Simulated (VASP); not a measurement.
Set up this calculation in VASP 6.6.1, as the native input.

```yaml
Task: single point
Functional: PBE
Potentials_or_basis: VASP PAW PBE potentials, release 64 (W_sv, C)
Cutoff: 520 eV
k_mesh: 5 × 5 × 4
Occupations: fermi-dirac, width 0.03 eV
Spin: no spin polarisation
Dipole_correction: no
Further_INCAR_settings: ALGO = Normal; EDIFF = 1e-07; NBANDS = 16
```

The structure of WC (Qusongite) lies in POSCAR:

```
WC
1.0
    2.9065000000      0.0000000000      0.0000000000
   -1.4532500000      2.5171028361      0.0000000000
    0.0000000000      0.0000000000      2.8366000000
W C
1 1
Direct
    0.0000000000      0.0000000000      0.0000000000
    0.6666666667      0.3333333333      0.5000000000
```

One way to write it, as run:

INCAR

```
SYSTEM = WC
PREC     = Accurate       ! precision mode
ENCUT    = 520            ! plane-wave cutoff, eV
EDIFF    = 1E-7           ! SCF threshold, eV
ISMEAR   = -1             ! smearing method
SIGMA    = 0.03           ! smearing width, eV
LREAL    = .FALSE.        ! projectors in reciprocal space
LASPH    = .TRUE.         ! aspherical terms in the spheres
NELM     = 100            ! most SCF steps
ALGO     = Normal         ! electronic algorithm
ISIF     = 2              ! what is computed and relaxed
LWAVE    = .FALSE.        ! write WAVECAR
LCHARG   = .TRUE.         ! write CHGCAR
GGA      = PE             ! functional
LELF     = .TRUE.         ! ELF
LVHAR    = .TRUE.       
NBANDS   = 16             ! bands
```

KPOINTS

```
regular mesh
0
G
  5 5 4
  0 0 0
```

Potentials or basis: VASP PAW PBE potentials, release 64 (W_sv, C).

Command:

```bash
$ cat potpaw_PBE.64/W_sv/POTCAR potpaw_PBE.64/C/POTCAR > POTCAR
$ mpirun -np 1 vasp_std > vasp.out
```

Results of the run:

- Pressure: 7.3 GPa
- Band gap on the k mesh: none (metal or under the smearing width)

Caveat: the k mesh is coarse (spacing up to 0.55 Å⁻¹), so the values aren't converged.

It took 4.4 s on 1 thread of Intel(R) Xeon(R) Platinum 8488C (Sapphire Rapids) (shared host), peak memory 0.13 GiB.
